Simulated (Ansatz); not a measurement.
**GaSb: distorted cells**

The calculation used DFT PBE, scalar-relativistic, plane waves, PAW in Ansatz.

Plane waves to 420 eV, a k mesh through Γ of 12×12×12 on the computed 2-atom cell and Gaussian smearing (0.10 eV); no spin polarisation.

Reference cell:

```
Ga Sb
1.0
     0.00000    3.05900    3.05900
     3.05900    0.00000    3.05900
     3.05900    3.05900    0.00000
Ga Sb
1 1
Cartesian
  0.0000 0.0000 0.0000
  4.5885 4.5885 4.5885
```

Each variant moves atoms of this cell by the vectors given, if any (Å), and then applies a symmetric strain (tensor components, Cartesian axes). The reference cell isn't relaxed at this level. Energies are per atom at zero smearing, counted from the lowest variant. Pressure is positive in compression.

1. strain (xx yy zz yz xz xy, %) -2.88 -2.88 -2.88 0.00 0.00 0.00
2. strain (xx yy zz yz xz xy, %) -3.75 -3.75 -3.75 0.00 0.00 0.00
3. strain (xx yy zz yz xz xy, %) 2.45 2.45 2.45 0.00 0.00 0.00
4. strain (xx yy zz yz xz xy, %) 1.18 1.18 1.18 0.00 0.00 0.00
5. strain (xx yy zz yz xz xy, %) -0.71 -0.71 -0.71 0.00 0.00 0.00

```json
{"result": "A", "ΔE (meV/atom)": "0.0", "P (GPa)": "0.53", "gap on mesh (eV)": "0"}
{"result": "B", "ΔE (meV/atom)": "85.0", "P (GPa)": "8.28", "gap on mesh (eV)": "0.60"}
{"result": "C", "ΔE (meV/atom)": "2.2", "P (GPa)": "-1.09", "gap on mesh (eV)": "0"}
{"result": "D", "ΔE (meV/atom)": "20.1", "P (GPa)": "3.57", "gap on mesh (eV)": "0.19"}
{"result": "E", "ΔE (meV/atom)": "125.8", "P (GPa)": "10.59", "gap on mesh (eV)": "0.66"}
```

Problem. Which variant gave which result?

Solution. A is 4, B is 1, C is 3, D is 5, E is 2. The pressure falls as the cell grows: from the smallest volume to the largest the variants are 2, 1, 5, 4, 3.

Spin-orbit coupling is left out, which matters for the bands of heavy elements.